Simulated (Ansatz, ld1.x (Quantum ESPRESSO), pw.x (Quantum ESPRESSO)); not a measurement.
# What a changed setting does to a pw.x run (bcc Zr)

Potential: PAW, ld1.x (Quantum ESPRESSO) 7.5, PBE; core [Ar] 3d10, reference 4s2 4p6 4d2 5s2 5p0; waves: 4s (bound): rcut 1.60, rcutus 1.80 bohr; 5s (bound): rcut 1.60, rcutus 1.80 bohr; 4p (bound): rcut 1.95, rcutus 2.50 bohr; 5p (bound, empty): rcut 1.95, rcutus 2.50 bohr; 4d (bound): rcut 2.20, rcutus 2.70 bohr; 4d channel at 2.45 Ry: rcut 2.20, rcutus 2.70 bohr; 4f channel at 0.3 Ry: rc 2.65 bohr; local part: the f channel; core correction: a·sin(br)/r model core inside 1.80 bohr; augmentation: BESSEL, radius 1.75 bohr.

The reference run (k-mesh 13³, cutoffs 40/320 Ry, Fermi–Dirac 0.01 Ry, mixing_beta 0.4, conv_thr 1e-9, no spin) gives -0.48 GPa at 23.074 Å³/atom, where all-electron LAPW gives -0.34 GPa. This run, with its own iteration cap, changes k-mesh points per axis to 6.

```
&control
  calculation='scf', prefix='x', pseudo_dir='./', outdir='./tmp', tstress=.true., disk_io='none'
/
&system
  ibrav=0, nat=1, ntyp=1, ecutwfc=40, ecutrho=320, nbnd=14,
  occupations='smearing', smearing='fd', degauss=0.01
/
&electrons
  conv_thr=1e-09, mixing_beta=0.4, electron_maxstep=50
/
ATOMIC_SPECIES
Zr 1.0 Zr.UPF
CELL_PARAMETERS angstrom
  -1.79344322 1.79344322 1.79344322
  1.79344322 -1.79344322 1.79344322
  1.79344322 1.79344322 -1.79344322
ATOMIC_POSITIONS crystal
Zr 0.0000 0.0000 0.0000
K_POINTS automatic
6 6 6 0 0 0
```

```bash
pw.x < Zr.scf.in > Zr.scf.out
```

How does the run end?

It converges in 10 iterations; the free energy moves by +9.7 meV/atom and the pressure by -0.46 GPa.

```
Message from routine setup:
     using ibrav=0 with symmetry is DISCOURAGED, use correct ibrav instead
     lattice parameter (alat)  =       5.8701  a.u.
     unit-cell volume          =     155.7111 (a.u.)^3
     number of electrons       =        12.00
     number of Kohn-Sham states=           14
     kinetic-energy cutoff     =      40.0000  Ry
     charge density cutoff     =     320.0000  Ry
     scf convergence threshold =      1.0E-09
     Exchange-correlation= SLA  PW   PBX  PBC
     number of k points=    16  Fermi-Dirac smearing, width (Ry)=  0.0100
     iteration #  1     ecut=    40.00 Ry     beta= 0.40
     total energy              =    -307.21280180 Ry
     estimated scf accuracy    <       0.03644255 Ry
     iteration #  2     ecut=    40.00 Ry     beta= 0.40
     total energy              =    -307.21237406 Ry
     estimated scf accuracy    <       0.00673020 Ry
     iteration #  3     ecut=    40.00 Ry     beta= 0.40
     total energy              =    -307.21306376 Ry
     estimated scf accuracy    <       0.00010449 Ry
     iteration #  4     ecut=    40.00 Ry     beta= 0.40
     total energy              =    -307.21315675 Ry
     estimated scf accuracy    <       0.00000161 Ry
     iteration #  5     ecut=    40.00 Ry     beta= 0.40
     total energy              =    -307.21316106 Ry
     estimated scf accuracy    <       0.00000061 Ry
     iteration #  6     ecut=    40.00 Ry     beta= 0.40
     total energy              =    -307.21316129 Ry
     estimated scf accuracy    <       0.00000009 Ry
     iteration #  7     ecut=    40.00 Ry     beta= 0.40
     total energy              =    -307.21316128 Ry
     estimated scf accuracy    <       0.00000006 Ry
     iteration #  8     ecut=    40.00 Ry     beta= 0.40
     total energy              =    -307.21316130 Ry
     estimated scf accuracy    <       0.00000003 Ry
     iteration #  9     ecut=    40.00 Ry     beta= 0.40
     total energy              =    -307.21316129 Ry
     estimated scf accuracy    <          8.6E-09 Ry
     iteration # 10     ecut=    40.00 Ry     beta= 0.40
     the Fermi energy is    13.3565 ev
!    total energy              =    -307.21316129 Ry
     estimated scf accuracy    <          5.0E-10 Ry
     smearing contrib. (-TS)   =      -0.00838671 Ry
     The total energy is F=E-TS. E is the sum of the following terms:
     one-electron contribution =     -14.94951372 Ry
     hartree contribution      =      17.37091379 Ry
     xc contribution           =     -12.26964727 Ry
     ewald contribution        =     -77.31360309 Ry
     one-center paw contrib.   =    -220.04292429 Ry
     convergence has been achieved in  10 iterations
          total   stress  (Ry/bohr**3)                   (kbar)     P=       -9.34
     Message from routine punch:
     Nothing written, as per user request (disk_io='none')
```

The run took about 7.1 s on one core of a shared host (Neoverse-V1, 64 threads, 495 GiB, load 11).
